Why does silicon keep its highest filled level at the centre of the Brillouin zone and its lowest empty level somewhere else? And why do its levels coincide in threes or twos at some wavevectors and stand apart at others? Much of the answer comes from one simple act: list the waves that the lattice allows an electron at a given wavevector, in order of kinetic energy, and count to four.

Kohn–Sham levels of silicon (Fd-3m, 2-atom cell) at points of a 6×6×6 k mesh, computed with ABINIT 10.8.3 using PBE, without spin polarisation or spin–orbit coupling. The runs use PseudoDojo NC SR PBE v0.4 stringent potentials, a plane-wave cutoff of 489.805 eV and Fermi–Dirac smearing of 0.05 eV. Energies are counted from the valence top.

```
point a (reciprocal cell vector)  point b (reciprocal cell vector)  point c (reciprocal cell vector)  level point (row)  level under 4 (eV)  level under 3 (eV)  level under 2 (eV)  level under 1 (eV)  level over 1 (eV)  level over 2 (eV)
                          0.0000                            0.0000                            0.0000                  1             -11.916               0.000               0.000               0.000              2.550              2.550
                          0.5000                            0.0000                            0.0000                  2              -9.604              -6.941              -1.195              -1.195              1.502              3.337
                          0.5000                            0.1667                            0.0000                  3              -9.444              -6.584              -2.767              -1.768              2.035              4.091
                         -0.1667                            0.1667                            0.0000                  4             -10.973              -3.717              -2.398              -0.564              3.007              3.540
                          0.5000                            0.3333                            0.0000                  5              -8.869              -6.556              -3.609              -2.541              1.070              2.716
                         -0.3333                            0.3333                            0.0000                  6              -8.676              -6.758              -4.383              -2.102              1.569              5.797
                         -0.3333                            0.5000                            0.1667                  7              -7.682              -7.682              -3.621              -3.621              2.746              2.746
```

Each row is one wavevector, given in parts of the three reciprocal cell vectors and numbered in the column level point. Level under 1 is the highest filled level there, level over 1 the lowest empty one, and energies count from the valence top. The cell holds eight valence electrons, two to a level, so four levels are filled at every point.

**The waves before the atoms**

Imagine first that the electrons are free and that only the periodicity of silicon remains. An electron with wavevector k can then also appear as k − G, where G is any reciprocal lattice vector, because Bragg reflection supplies the difference. Its kinetic energy grows as the square of the length of k − G. Truly free electrons would fill these waves up to one common energy, with more than four filled at some wavevectors and fewer at others. Silicon fills four levels at every wavevector, so the fourth wave is compared with the highest filled level and the fifth with the lowest empty one.

Now let the atoms act. Their potential mixes the waves and drives apart many of those that had equal energy. The fourth wave should therefore hint at where the filled top lies, and the fifth at where the lowest empty level lies. This picture uses the lattice constant and the electron mass, and no constant adjusted to the table.

**Point 1: the zone centre**

At k = 0 one wave has no kinetic energy at all, and it becomes the deep level at −11.916 eV. The next eight waves all have the same length, so the second to ninth places are tied. The potential sorts this crowd into groups. Three combinations are filled and form the valence top, and the next group, also threefold, begins the empty levels at 2.550 eV. Within the crowd alone these two groups would stay almost tied. The filled three lie lower because the next six waves up include a partner of the same symmetry for each of them, which pushes them down, while the empty three find no such partner there.

Chemists know the filled three as bonding combinations of p orbitals, one for each cubic axis, which is why symmetry keeps them together. Spin–orbit coupling, absent here, would split them by a few hundredths of an eV. At the zone centre every cell repeats the same pattern, and a p orbital that bonds head-on along the bond direction must then be antibonding sideways. Elsewhere the phase changes from cell to cell and can relieve this sideways cost, so the top of the filled levels sinks.

The count of waves says the same in another way. At each of the other six points k lies nearer to some of the surrounding reciprocal lattice vectors, and the fourth wave has less kinetic energy than at the centre. Ranking the points by this one energy gives the order of the filled tops correctly for all seven: points 1, 4, 2, 3, 6, 5 and 7, from high to low. Very near the centre the count is a weaker guide: along a 110 direction the fourth wave at first gains a little energy, so the count alone can't fix the top exactly at the centre.

The size of the fall is another matter. The fourth free wave ranges over 7.9 eV, the computed filled top over only 3.6 eV. Theory accounts for the sense of this compression: at points 1 to 6 the fourth wave is pushed down by partners of equal energy and by waves above them, while at point 7 it is pushed up by waves beneath it. The free-wave picture is thus a guide to order, and a poor one to distance.

**Point 2: the L point**

Here k lies exactly halfway to a reciprocal lattice vector of the 111 type, so the two lowest waves are tied. Their mixtures are standing waves. One gathers its charge on the double layers of atoms, the other in the wider spaces between them, and the two levels end up 2.66 eV apart. The threefold level of the zone centre has also broken up: two of its members remain together at −1.195 eV, held by the threefold axis through L, while the third has dropped far below.

The lowest empty level, at 1.502 eV, is lower than the fifth wave would suggest from its place among the seven points. The same is true of the zone centre. What sets these two points apart is the crowd: six waves tie for the third to eighth places at L, and eight tie at the centre. When a tied group mixes, its average energy stays put to a first approximation, so some members must go down as others go up.

At both points the fifth level belongs to the lower half of its crowd, and so it is pulled down. This reading was made after the fact, to account for two exceptions, and the table holds no further crowded point to test it on. Without the crowded two, the fifth wave ranks the lowest empty levels correctly: points 5, 6, 3, 7 and 4, from low to high.

**Points 3 and 4: one pair, one gap**

Away from the crowds the situation is simpler. At points 3 to 6 the fourth and fifth waves are a single tied pair, mirror images of each other in a plane that contains k. The potential must split this pair, and now the filled level is its lower member and the empty level its upper one. That helps to explain why the lowest empty level at point 4 rises above that of the zone centre, although its fifth wave has slightly less kinetic energy. The pair isn't quite alone there: four more waves lie close above it and mix in.

The vertical gap, from filled to empty at the same wavevector, is nearly the same at all four of these points: between 3.57 and 3.80 eV. The geometry of the waves offers part of the reason. In every case the two partners differ by a reciprocal lattice vector of the 220 type, for which the two atoms of the cell scatter exactly in step. Direct reflection and two-step reflections through 111 vectors both contribute to the splitting, and the table gives only their joint result.

**Point 5: the way to the valley**

Point 5 lies close to the line from the zone centre to X, the middle of a square face of the zone. Of the seven points it has the fifth wave with the least kinetic energy, and also the lowest empty level, 1.070 eV. At X itself the fifth free wave would be lower still, 10.15 eV against 10.58 eV at point 5. The count therefore sends the search for the conduction minimum towards X. It is only a hint, since X is itself a crowded point, and it can't say how far along the way the minimum falls. Silicon's minimum is indeed known to lie on that line, about 85% of the way out.

On the full mesh of this calculation the lowest empty level lies at 0.720 eV. The true minimum of this setup can't lie above that figure, but it may lie below, since a coarse mesh can step over it. The functional, by contrast, makes the gap too small: measurement at low temperature gives roughly 1.2 eV. The order of the valleys is the safer result to carry away.

That order decides where the electrons of an n-type silicon channel sit. The L level lies 0.78 eV above the lowest empty level of the mesh, about thirty times the thermal energy at room temperature. Near equilibrium the electrons therefore stay in the valleys towards X, and it is the effective masses of those valleys that matter for transport.

The holes, meanwhile, gather at the zone centre. An electron and a hole that meet across the gap differ in wavevector, and light carries almost none, so in a pure crystal a lattice vibration must take up the difference. The smallest vertical gap, 2.55 eV at the centre, is 1.83 eV larger than the gap of the mesh. This need for a lattice vibration is why silicon is a weak light source.

**Points 6 and 7: a pair that splits and a pair that holds**

Point 7 lies in a square face of the zone, on the line from its centre X to its corner W, and its levels come strictly in twos. Its two lowest waves are tied, as they were at L, yet here the splitting is zero. The difference lies in how the two atoms of the cell scatter. For the 111 vector that connects the waves at L, their contributions partly reinforce each other. For the 200 vector that connects them at point 7, the atoms are half a period apart and cancel.

It would be easy to conclude that a 200 tie always survives, but point 6 shows otherwise. Its second and third waves are also connected by a 200 vector, and yet the corresponding levels stand 2.38 eV apart. There the waves still reach each other indirectly, by two successive reflections through a third wave. At point 7 such detours cancel in pairs, and the glide symmetry of the diamond structure makes the cancellation exact.

Point 7 is also the one place where the fourth and fifth waves are not tied, so a gap exists before the atoms act. It can be worked out by hand. The cell edge of 3.849 Å gives a cubic lattice constant a = √2 × 3.849 Å = 5.443 Å. A wave of length 2π/a then has the kinetic energy

(ħ²/2m)(2π/a)² = 3.81 eV Å² × (2π/5.443 Å)² ≈ 5.08 eV.

In units of 2π/a, point 7 is equivalent to (0, ⅓, 1). Its fourth wave is (1, −⅔, 0), with squared length 13/9, and its fifth is (1, 4/3, 0), with squared length 25/9. The free-wave gap is therefore

(25/9 − 13/9) × 5.08 eV ≈ 6.77 eV.

The full calculation gives 6.37 eV, so the difference in kinetic energy is enough to make the vertical gap by far the largest here. The close agreement shouldn't be read as the accuracy of the method. At the other six points the same estimate gives no gap at all, where the calculation finds 2.55 eV or more.

**Using the count elsewhere in the zone**

For another wavevector in silicon, list the squared lengths of k − G and look at the fourth and fifth. If they are far apart, expect a wide vertical gap and a deep filled top. If they are a lone tied pair, and the point isn't close to a crowded one, expect the atoms to open a gap of roughly the size seen at points 3 to 6. If they belong to a larger crowd, the count doesn't settle the gap: it is smaller at the zone centre and L, but two points don't make a rule. Leave such places, and the energies themselves, to the full calculation.
